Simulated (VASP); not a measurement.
# BP in VASP: how settings move the LDA relaxation

The LDA relaxation of BP built on the rocksalt prototype is repeated with altered inputs. Which of them can be trusted? This is a trial cell built on a prototype, not taken from a measured structure, and it needn't be the compound's ground state.

Program: VASP 6.6.1. PAW datasets, plane waves. The cell comes from a prototype generator: it can be a known phase or a hypothetical one. Spin polarisation is off.

## Step 1: The cell

The cell comes from an earlier relaxation with PBE in another program.

Space group Fm-3m (No. 225), cubic; conventional cell a = 4.313 Å, 10.03 Å³ an atom. Around B lie 6 P at 2.16 Å; around P lie 6 B at 2.16 Å.

Coordinates:

```xyz
2
Lattice="0.0000 2.1563 2.1563 2.1563 0.0000 2.1563 2.1563 2.1563 0.0000" Properties=species:S:1:pos:R:3 pbc="T T T"
B     0.0000    0.0000    0.0000
P     2.1563    2.1563    2.1563
```

The LDA run on sound settings gave: energy (σ→0) -12.3585 eV, final volume 9.635 Å³/atom.

## Step 2: Altered input 1

The input, INCAR:

```
ENCUT = 600.000000
EDIFF = 1.00e-07
EDIFFG = -5.00e-03
GGA = CA
PREC = Accurate
IBRION = 2
NBANDS = 11
NSW = 40
LASPH = .TRUE.
LCHARG = .FALSE.
LWAVE = .FALSE.
LREAL = .FALSE.
ISMEAR = -4
SIGMA = 0.2
ISIF = 6
NELM = 85
```

The input, KPOINTS:

```
KPOINTS created by Atomic Simulation Environment
0
Gamma
10 10 10
0 0 0
```

The input, POSCAR:

```
B  P
 1.0000000000000000
     0.0000000000000000    2.1562587605723387    2.1562587605723387
     2.1562587605723387    0.0000000000000000    2.1562587605723387
     2.1562587605723387    2.1562587605723387    0.0000000000000000
 B   P
   1   1
Cartesian
  0.0000000000000000 -0.0000000000000000 -0.0000000000000000
  2.1562587605723387  2.1562587605723387  2.1562587605723387
```

Potentials: the recommended LDA PAW datasets, 8 valence electrons in the neutral cell.

Started as:

```bash
$ mpirun -np 1 vasp_std
```

Q: Predict the outcome of this session. Wanted: for each run, changed; ending; energy change; volume; electronic steps; usable.

As calculated:

| run | changed | ending | energy change (meV/atom) | volume (Å³/atom) | electronic steps | time | usable |
| --- | --- | --- | --- | --- | --- | --- | --- |
| ref. | – | converged | 0 | 9.635 | – | – | yes |
| 1 | ISMEAR = -4, SIGMA = 0.2, ISIF = 6, NELM = 85 | converged | 69.8 | 9.653 | 26 | 12 s | yes |

The altered input gave usable results. «ISMEAR = -4, SIGMA = 0.2, ISIF = 6, NELM = 85» moves the energy by 69.8 meV/atom.
